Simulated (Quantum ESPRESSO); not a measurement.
# MnO (P6_3mc) in Quantum ESPRESSO: further runs

The runs below take MnO through single point, with PBE+U.

All numbers are computed with Quantum ESPRESSO 7.5; they aren't measurements. Logs are shortened: lines on timing, memory, paths and dates and some standing lists are left out, and cuts for length are marked.

### Step 1. Starting point

The structure is hexagonal, space group P6_3mc (No. 186). Conventional cell: a = 3.372 Å, b = 3.372 Å, c = 5.385 Å, α = 90.00°, β = 90.00°, γ = 120.00°. Mn (site symmetry 3m) has 4 O at 1.96 to 2.08 Å as nearest neighbours. O (site symmetry 3m) has 4 Mn at 1.96 to 2.08 Å as nearest neighbours.

Measurements of this composition are mostly on another form, of space group No. 225.

### Step 2. Single point, PBE+U, collinear spin, zero start

The input, pw.in:

```
&CONTROL
  calculation = 'scf'
  prefix = 'pwscf'
  outdir = './tmp'
  pseudo_dir = './pseudo'
  tprnfor = .true.
  tstress = .true.
  disk_io = 'low'
/
&SYSTEM
  ibrav = 0
  celldm(1) = 8
  nat = 4
  ntyp = 2
  ecutwfc = 45
  ecutrho = 360
  nbnd = 33
  occupations = 'smearing'
  smearing = 'gaussian'
  degauss = 0.00367493
  nspin = 2
  starting_magnetization(1) = 0
  starting_magnetization(2) = 0
  tot_magnetization = 0
/
&ELECTRONS
  conv_thr = 1.6d-07
  electron_maxstep = 100
  mixing_beta = 0.7
  mixing_ndim = 20
/
ATOMIC_SPECIES
Mn    54.9380 mn_pbe_v1.5.uspp.F.UPF
O     15.9990 o_pbe_v1.2.uspp.F.UPF
CELL_PARAMETERS alat
  0.7964487416811   0.0000000000000   0.0000000000000
 -0.3982243696595   0.6897448434659   0.0000000000000
  0.0000000000000   0.0000000000000   1.2721397267869
ATOMIC_POSITIONS crystal
Mn     0.3333333333    0.6666666667    0.0109600000
Mn     0.6666666667    0.3333333333    0.5109600000
O      0.3333333333    0.6666666667    0.3754700000
O      0.6666666667    0.3333333333    0.8754700000
K_POINTS automatic
6 6 4 0 0 0
HUBBARD {ortho-atomic}
U Mn-3d 7.0
```

The input, pp_density.in:

```
&INPUTPP
  prefix = 'pwscf'
  outdir = './tmp'
  filplot = 'density.dat'
  plot_num = 0
/
&PLOT
  nfile = 1
  filepp(1) = 'density.dat'
  iflag = 3
  output_format = 6
  fileout = 'density.cube'
/
```

The input, pp_potential.in:

```
&INPUTPP
  prefix = 'pwscf'
  outdir = './tmp'
  filplot = 'potential.dat'
  plot_num = 11
/
&PLOT
  nfile = 1
  filepp(1) = 'potential.dat'
  iflag = 3
  output_format = 6
  fileout = 'potential.cube'
/
```

The input, pp_spin.in:

```
&INPUTPP
  prefix = 'pwscf'
  outdir = './tmp'
  filplot = 'spin.dat'
  plot_num = 6
/
&PLOT
  nfile = 1
  filepp(1) = 'spin.dat'
  iflag = 3
  output_format = 6
  fileout = 'spin.cube'
/
```

Potentials or basis: GBRV 1.5 PBE.

On the command line:

```bash
> OMP_NUM_THREADS=1 mpirun -n 2 pw.x -nk 2 -in pw.in > pw.out
> OMP_NUM_THREADS=1 mpirun -n 1 pp.x -in pp_density.in > pp_density.out
> OMP_NUM_THREADS=1 mpirun -n 1 pp.x -in pp_potential.in > pp_potential.out
> OMP_NUM_THREADS=1 mpirun -n 1 pp.x -in pp_spin.in > pp_spin.out
```

pw.out:

```text
This program is part of the open-source Quantum ESPRESSO suite
     for quantum simulation of materials; please cite
         "P. Giannozzi et al., J. Phys.:Condens. Matter 21 395502 (2009);
         "P. Giannozzi et al., J. Phys.:Condens. Matter 29 465901 (2017);
         "P. Giannozzi et al., J. Chem. Phys. 152 154105 (2020);
     in publications or presentations arising from this work. More details at

     Message from routine setup:
     using ibrav=0 with symmetry is DISCOURAGED, use correct ibrav instead

     K-points division:     npool     =       2
     Subspace diagonalization in iterative solution of the eigenvalue problem:
     a serial algorithm will be used

     G-vector sticks info
     --------------------
     sticks:   dense  smooth     PW     G-vecs:    dense   smooth      PW
     Sum        1015     499    151                41275    14641    2503

     Using Slab Decomposition

     bravais-lattice index     =            0
     lattice parameter (alat)  =       8.0000  a.u.
     unit-cell volume          =     357.8088 (a.u.)^3
     number of atoms/cell      =            4
     number of atomic types    =            2
     number of electrons       =        42.00 (up:  21.00, down:  21.00)
     number of Kohn-Sham states=           33
     kinetic-energy cutoff     =      45.0000  Ry
     charge density cutoff     =     360.0000  Ry
     scf convergence threshold =      1.6E-07
     mixing beta               =       0.7000
     number of iterations used =           20  plain     mixing
     Exchange-correlation= SLA  PW   PBE  PBE
                           (   1   4   3   4   0   0   0)
     Hubbard projectors: ortho-atomic
     Hubbard parameters of DFT+U (Dudarev formulation) in eV:
     U(Mn-3d) =  7.0000

     Internal variables: lda_plus_u =T, lda_plus_u_kind = 0

     Internal variables: orbital_resolved =F, hub_pot_fix =F, apply_U = F

     celldm(1)=   8.000000  celldm(2)=   0.000000  celldm(3)=   0.000000
     celldm(4)=   0.000000  celldm(5)=   0.000000  celldm(6)=   0.000000

     crystal axes: (cart. coord. in units of alat)
               a(1) = (   0.796449   0.000000   0.000000 )
               a(2) = (  -0.398224   0.689745   0.000000 )
               a(3) = (   0.000000   0.000000   1.272140 )

     reciprocal axes: (cart. coord. in units 2 pi/alat)
               b(1) = (  1.255574  0.724906 -0.000000 )
               b(2) = (  0.000000  1.449811  0.000000 )
               b(3) = (  0.000000 -0.000000  0.786077 )

     PseudoPot. # 1 for Mn read from file:
     mn_pbe_v1.5.uspp.F.UPF
     Pseudo is Ultrasoft + core correction, Zval = 15.0
     Generated by new atomic code, or converted to UPF format
     Using radial grid of  859 points,  6 beta functions with:
                l(1) =   0
                l(2) =   0
                l(3) =   1
                l(4) =   1
                l(5) =   2
                l(6) =   2
     Q(r) pseudized with  8 coefficients,  rinner =    0.950   0.950   0.950
                                                       0.950   0.950

     PseudoPot. # 2 for O  read from file:
     o_pbe_v1.2.uspp.F.UPF
     Pseudo is Ultrasoft + core correction, Zval =  6.0
     Generated by new atomic code, or converted to UPF format
     Using radial grid of  737 points,  5 beta functions with:
                l(1) =   0
                l(2) =   0
                l(3) =   1
                l(4) =   1
                l(5) =   2
     Q(r) pseudized with  8 coefficients,  rinner =    0.900   0.900   0.900
                                                       0.900   0.900

     atomic species   valence    mass     pseudopotential
     Mn               15.00    54.93800     Mn( 1.00)
     O                 6.00    15.99900     O ( 1.00)

     Starting magnetic structure
     atomic species   magnetization
     Mn              0.000
     O               0.000

     12 Sym. Ops. (no inversion) found ( 6 have fractional translation)

   Cartesian axes

     site n.     atom                  positions (alat units)
         1        Mn     tau(   1) = (   0.0000000   0.4598299   0.0139427  )
         2        Mn     tau(   2) = (   0.3982244   0.2299149   0.6500125  )
         3        O      tau(   3) = (   0.0000000   0.4598299   0.4776503  )
         4        O      tau(   4) = (   0.3982244   0.2299149   1.1137202  )

     number of k points=    21  Gaussian smearing, width (Ry)=  0.0037
                       cart. coord. in units 2pi/alat
        k(    1) = (   0.0000000   0.0000000   0.0000000), wk =   0.0069444
        k(    2) = (   0.0000000   0.0000000   0.1965193), wk =   0.0138889
        k(    3) = (   0.0000000   0.0000000  -0.3930386), wk =   0.0069444
        k(    4) = (   0.0000000   0.2416352   0.0000000), wk =   0.0416667
        k(    5) = (   0.0000000   0.2416352   0.1965193), wk =   0.0833333
        k(    6) = (   0.0000000   0.2416352  -0.3930386), wk =   0.0416667
[... 13 lines left out ...]
        k(   20) = (   0.4185245   0.7249057   0.1965193), wk =   0.0277778
        k(   21) = (   0.4185245   0.7249057  -0.3930386), wk =   0.0138889

     Dense  grid:    41275 G-vectors     FFT dimensions: (  40,  40,  64)

     Smooth grid:    14641 G-vectors     FFT dimensions: (  27,  27,  48)

     Check: negative core charge=   -0.000015
     Generating pointlists ...
     new r_m :   0.1913 (alat units)  1.5302 (a.u.) for type    1
     new r_m :   0.1913 (alat units)  1.5302 (a.u.) for type    2

     Initial potential from superposition of free atoms

     starting charge      40.9998, renormalised to      42.0000

     STARTING HUBBARD OCCUPATIONS:

     =================== HUBBARD OCCUPATIONS ===================
     ------------------------ ATOM    1 ------------------------
     Tr[ns(  1)] (up, down, total) =   2.50000  2.50000  5.00000
     Atomic magnetic moment for atom   1 =   0.00000
     SPIN  1
     eigenvalues:
       0.500  0.500  0.500  0.500  0.500
     eigenvectors (columns):
       1.000  0.000  0.000  0.000  0.000
       0.000  1.000  0.000  0.000  0.000
       0.000  0.000  1.000  0.000  0.000
       0.000  0.000  0.000  1.000  0.000
       0.000  0.000  0.000  0.000  1.000
     occupation matrix ns (before diag.):
       0.500  0.000  0.000  0.000  0.000
       0.000  0.500  0.000  0.000  0.000
[... 39 lines left out ...]
     eigenvectors (columns):
       1.000  0.000  0.000  0.000  0.000
       0.000  1.000  0.000  0.000  0.000
       0.000  0.000  1.000  0.000  0.000
       0.000  0.000  0.000  1.000  0.000
       0.000  0.000  0.000  0.000  1.000
     occupation matrix ns (before diag.):
       0.500  0.000  0.000  0.000  0.000
       0.000  0.500  0.000  0.000  0.000
       0.000  0.000  0.500  0.000  0.000
       0.000  0.000  0.000  0.500  0.000
       0.000  0.000  0.000  0.000  0.500

     Number of occupied Hubbard levels =   10.0000

     Atomic wfc used for Hubbard projectors are orthogonalized

     Starting wfcs are   34 randomized atomic wfcs

     Self-consistent Calculation

     iteration #  1     ecut=    45.00 Ry     beta= 0.70
     Davidson diagonalization with overlap
     ethr =  1.00E-02,  avg # of iterations =  3.7

     =================== HUBBARD OCCUPATIONS ===================
     ------------------------ ATOM    1 ------------------------
     Tr[ns(  1)] (up, down, total) =   2.16073  2.16073  4.32146
     Atomic magnetic moment for atom   1 =   0.00000
     SPIN  1
     eigenvalues:
       0.320  0.320  0.322  0.599  0.599
     eigenvectors (columns):
       0.000 -0.000  1.000 -0.000  0.000
       0.066  0.678  0.000 -0.704  0.200
       0.678 -0.066 -0.000 -0.200 -0.704
      -0.729  0.071  0.000 -0.186 -0.655
[... 214 lines left out ...]
     iteration # 17     ecut=    45.00 Ry     beta= 0.70
     Davidson diagonalization with overlap
     ethr =  2.14E-09,  avg # of iterations =  1.0

     Magnetic moment per site  (integrated on atomic sphere of radius R)
     atom   1 (R=0.191)  charge= 11.9763  magn=  0.0000
     atom   2 (R=0.191)  charge= 11.9763  magn=  0.0000
     atom   3 (R=0.191)  charge=  5.3716  magn=  0.0000
     atom   4 (R=0.191)  charge=  5.3716  magn=  0.0000

     End of self-consistent calculation

     =================== HUBBARD OCCUPATIONS ===================
     ------------------------ ATOM    1 ------------------------
     Tr[ns(  1)] (up, down, total) =   2.70184  2.70184  5.40367
     Atomic magnetic moment for atom   1 =   0.00000
     SPIN  1
     eigenvalues:
       0.235  0.235  0.250  0.991  0.991
     eigenvectors (columns):
       0.000 -0.000  1.000 -0.000  0.000
       0.076  0.601  0.000 -0.781  0.149
       0.601 -0.076 -0.000 -0.149 -0.781
      -0.789  0.099  0.000 -0.114 -0.595
      -0.099 -0.789 -0.000 -0.595  0.114
     occupation matrix ns (before diag.):
       0.250  0.000 -0.000 -0.000  0.000
       0.000  0.713  0.000 -0.000  0.364
[... 39 lines left out ...]
     eigenvectors (columns):
      -0.000  0.000 -1.000  0.000 -0.000
       0.558 -0.235 -0.000 -0.069 -0.792
       0.235  0.558 -0.000 -0.792  0.069
       0.309  0.733  0.000  0.604 -0.053
       0.733 -0.309 -0.000  0.053  0.604
     occupation matrix ns (before diag.):
       0.250  0.000 -0.000  0.000 -0.000
       0.000  0.713 -0.000 -0.000 -0.364
      -0.000 -0.000  0.713 -0.364  0.000
       0.000 -0.000 -0.364  0.513 -0.000
      -0.000 -0.364  0.000 -0.000  0.513

     Number of occupied Hubbard levels =   10.8073

 ------ SPIN UP ------------

          k = 0.0000 0.0000 0.0000 (  1797 PWs)   bands (ev):

   -69.8154 -69.8115 -38.7097 -38.6697 -38.5126 -38.5126 -38.5062 -38.5062
    -9.4490  -8.8916   3.6487   4.5829   4.5829   5.0422   5.2616   5.2616
     5.4218   5.4218   6.9887   6.9887   9.6912  10.6213  11.8615  11.8615
    12.7055  12.8620  12.8620  14.9590  16.7620  22.8237  22.8237  23.3167
    23.7808
[... 75 lines left out ...]
   -69.8125 -69.8118 -38.6921 -38.6827 -38.5354 -38.5318 -38.5186 -38.5121
    -8.9221  -8.8006   2.9033   3.2507   4.4718   4.6722   5.1246   5.1411
     6.3686   6.4859   6.8259   7.1986  10.5214  10.7930  11.3791  11.6319
    11.8712  12.1515  15.1228  15.4367  17.0988  18.2048  20.8818  21.4420
    22.5667

          k = 0.0000-0.7249-0.3930 (  1816 PWs)   bands (ev):

   -69.8122 -69.8122 -38.6878 -38.6878 -38.5332 -38.5332 -38.5154 -38.5154
    -8.8575  -8.8575   2.9172   2.9172   4.7464   4.7464   5.0504   5.0504
     6.6648   6.6648   6.8313   6.8313  10.6576  10.6576  11.7844  11.7844
    11.8898  11.8898  15.2703  15.2703  17.2789  17.2789  21.8307  21.8307
    22.5416
[... 67 lines left out ...]
   -69.8120 -69.8120 -38.6874 -38.6874 -38.5279 -38.5279 -38.5245 -38.5245
    -8.8229  -8.8229   3.4062   3.4062   3.7219   3.7219   5.4785   5.4785
     6.7397   6.7397   6.8649   6.8649  10.5486  10.5486  11.3843  11.3843
    11.9456  11.9456  16.8197  16.8197  17.3805  17.3805  18.6579  18.6579
    23.8547

 ------ SPIN DOWN ----------

          k = 0.0000 0.0000 0.0000 (  1797 PWs)   bands (ev):

   -69.8154 -69.8115 -38.7097 -38.6697 -38.5126 -38.5126 -38.5062 -38.5062
    -9.4490  -8.8916   3.6487   4.5829   4.5829   5.0422   5.2616   5.2616
     5.4218   5.4218   6.9887   6.9887   9.6912  10.6213  11.8615  11.8615
    12.7055  12.8620  12.8620  14.9590  16.7620  22.8237  22.8237  23.3167
    23.7808
[... 75 lines left out ...]
   -69.8125 -69.8118 -38.6921 -38.6827 -38.5354 -38.5318 -38.5186 -38.5121
    -8.9221  -8.8006   2.9033   3.2507   4.4718   4.6722   5.1246   5.1411
     6.3686   6.4859   6.8259   7.1986  10.5214  10.7930  11.3791  11.6319
    11.8712  12.1515  15.1228  15.4367  17.0988  18.2048  20.8818  21.4420
    22.5667

          k = 0.0000-0.7249-0.3930 (  1816 PWs)   bands (ev):

   -69.8122 -69.8122 -38.6878 -38.6878 -38.5332 -38.5332 -38.5154 -38.5154
    -8.8575  -8.8575   2.9172   2.9172   4.7464   4.7464   5.0504   5.0504
     6.6648   6.6648   6.8313   6.8313  10.6576  10.6576  11.7844  11.7844
    11.8898  11.8898  15.2703  15.2703  17.2789  17.2789  21.8307  21.8307
    22.5416
[... 67 lines left out ...]
   -69.8120 -69.8120 -38.6874 -38.6874 -38.5279 -38.5279 -38.5245 -38.5245
    -8.8229  -8.8229   3.4062   3.4062   3.7219   3.7219   5.4785   5.4785
     6.7397   6.7397   6.8649   6.8649  10.5486  10.5486  11.3843  11.3843
    11.9456  11.9456  16.8197  16.8197  17.3805  17.3805  18.6579  18.6579
    23.8547

     the spin up/dw Fermi energies are    10.7284   10.7284 ev

!    total energy              =    -486.09437755 Ry
     estimated scf accuracy    <       0.00000005 Ry
     smearing contrib. (-TS)   =      -0.00083880 Ry
     internal energy E=F+TS    =    -486.09353875 Ry

     The total energy is F=E-TS. E is the sum of the following terms:
     one-electron contribution =    -273.43859577 Ry
     hartree contribution      =     153.35921281 Ry
     xc contribution           =     -67.29711450 Ry
     ewald contribution        =    -299.29927843 Ry
     Hubbard energy            =       0.58223713 Ry

     total magnetization       =     0.00 Bohr mag/cell
     absolute magnetization    =     0.00 Bohr mag/cell

     convergence has been achieved in  17 iterations

     Forces acting on atoms (cartesian axes, Ry/au):

     atom    1 type  1   force =     0.00000000   -0.00000000   -0.01484734
     atom    2 type  1   force =    -0.00000000    0.00000000   -0.01484734
     atom    3 type  2   force =    -0.00000000    0.00000000    0.01484734
     atom    4 type  2   force =     0.00000000   -0.00000000    0.01484734

     Total force =     0.029695     Total SCF correction =     0.000161

     Computing stress (Cartesian axis) and pressure

          total   stress  (Ry/bohr**3)                   (kbar)     P=     -157.30
  -0.00134019   0.00000000   0.00000000         -197.15        0.00        0.00
   0.00000000  -0.00134019   0.00000000            0.00     -197.15        0.00
   0.00000000   0.00000000  -0.00052758            0.00        0.00      -77.61

=------------------------------------------------------------------------------=
   JOB DONE.
=------------------------------------------------------------------------------=
```

Wall time 45 s (2 MPI ranks of Arm Neoverse V2, shared host); peak memory 0.4 GiB.

What came out:

| Quantity | Value |
| --- | --- |
| Free energy | -6613.6509 eV |
| Pressure | -15.7 GPa |
| Largest force | 0.382 eV/Å |
| Net moment | 0.00 μB per cell |
| Absolute moment | 0.00 μB per cell |
| Valence electrons inside the program's atomic spheres | Mn 11.98; O 5.37 |

Forces in eV/Å, atoms in the order of the input:
```
Mn   0.000  0.000 -0.382
Mn   0.000  0.000 -0.382
O    0.000  0.000  0.382
O    0.000  0.000  0.382
```

Eigenvalues of the final occupation matrices:
```
   site  spin  trace               eigenvalues
Mn 1 3d     1   2.70  0.24 0.24 0.25 0.99 0.99
Mn 1 3d     2   2.70  0.24 0.24 0.25 0.99 0.99
Mn 2 3d     1   2.70  0.24 0.24 0.25 0.99 0.99
Mn 2 3d     2   2.70  0.24 0.24 0.25 0.99 0.99
```

Caveat: the total moment is fixed, so each spin has its own Fermi level.

### Step 3. Single point, PBE+U, collinear spin, ferromagnetic start

pw.in: that of step 2 with these lines changed.

```diff
@@ -7,3 +7,3 @@
   tstress = .true.
-  disk_io = 'low'
+  disk_io = 'nowf'
 /
@@ -11,3 +11,2 @@
   ibrav = 0
-  celldm(1) = 8
   nat = 4
@@ -21,5 +20,4 @@
   nspin = 2
-  starting_magnetization(1) = 0
+  starting_magnetization(1) = 0.3333
   starting_magnetization(2) = 0
-  tot_magnetization = 0
 /
@@ -34,6 +32,6 @@
 O     15.9990 o_pbe_v1.2.uspp.F.UPF
-CELL_PARAMETERS alat
-  0.7964487416811   0.0000000000000   0.0000000000000
- -0.3982243696595   0.6897448434659   0.0000000000000
-  0.0000000000000   0.0000000000000   1.2721397267869
+CELL_PARAMETERS angstrom
+   3.3717001900    0.0000000000    0.0000000000
+  -1.6858500900    2.9199780200    0.0000000000
+   0.0000000000    0.0000000000    5.3854988200
 ATOMIC_POSITIONS crystal
```

Potentials or basis: GBRV 1.5 PBE.

On the command line:

```bash
> OMP_NUM_THREADS=1 mpirun -n 2 pw.x -nk 2 -in pw.in > pw.out
```

Run time: 26 s. Hardware: 2 MPI ranks of Arm Neoverse V2, shared host; peak memory 0.38 GiB.

The run converged. Its results:

- Free energy: -6624.8234 eV
- Pressure: 15.2 GPa
- Largest force: 1.010 eV/Å
- Band gap on the k mesh: 0.13 eV, direct
- Net moment: 10.00 μB per cell
- Absolute moment: 10.00 μB per cell
- Site moments: Mn +4.02; O +0.08 μB
- Valence electrons inside the program's atomic spheres: Mn 12.02; O 5.45

Forces in eV/Å, atoms in the order of the input:
```
Mn   0.000  0.000 -1.010
Mn   0.000  0.000 -1.010
O    0.000  0.000  1.010
O    0.000  0.000  1.010
```

Stress tensor (GPa, compression positive):
```
11.49  0.00  0.00
 0.00 11.49  0.00
 0.00  0.00 22.73
```

Levels at points of the mesh, in eV from the valence-band top:
Spin up:
| k point | band 24 | band 25 | band 26 | band 27 | band 28 | band 29 |
| --- | --- | --- | --- | --- | --- | --- |
| (0.00, 0.00, 0.00) | -0.23 | 0.00 | 0.00 | 0.13 | 4.95 | 6.93 |
| (0.00, 0.00, -0.50) | -0.56 | -0.56 | -0.56 | 2.49 | 2.49 | 9.65 |
| (0.00, -0.50, 0.00) | -2.69 | -1.23 | -0.77 | 5.17 | 5.58 | 6.97 |
| (0.00, -0.50, -0.50) | -1.59 | -1.42 | -1.42 | 5.02 | 5.02 | 7.53 |
Spin down:
```csv
k point,band 14,band 15,band 16,band 17,band 18,band 19
"(0.00, 0.00, 0.00)",-3.03,-2.99,-2.99,1.11,4.58,5.46
"(0.00, 0.00, -0.50)",-3.01,-3.01,-3.01,3.15,3.15,5.95
"(0.00, -0.50, 0.00)",-3.31,-3.20,-3.03,3.88,4.29,4.74
"(0.00, -0.50, -0.50)",-3.26,-3.12,-3.12,4.15,4.15,5.67
```

Eigenvalues of the final occupation matrices:
| site | spin | trace | eigenvalues |
| --- | --- | --- | --- |
| Mn 1 3d | 1 | 4.96 | 0.98 0.99 0.99 1.00 1.00 |
| Mn 1 3d | 2 | 0.21 | 0.02 0.02 0.05 0.05 0.06 |
| Mn 2 3d | 1 | 4.96 | 0.98 0.99 0.99 1.00 1.00 |
| Mn 2 3d | 2 | 0.21 | 0.02 0.02 0.05 0.05 0.06 |

Caveat: only a ferromagnetic start was run, and an antiferromagnetic order may lie lower in energy; forces of over 1 eV/Å show positions far from the minimum, so gaps and moduli don't describe the material at rest. The state reached can hang on the start; a lower one may exist.
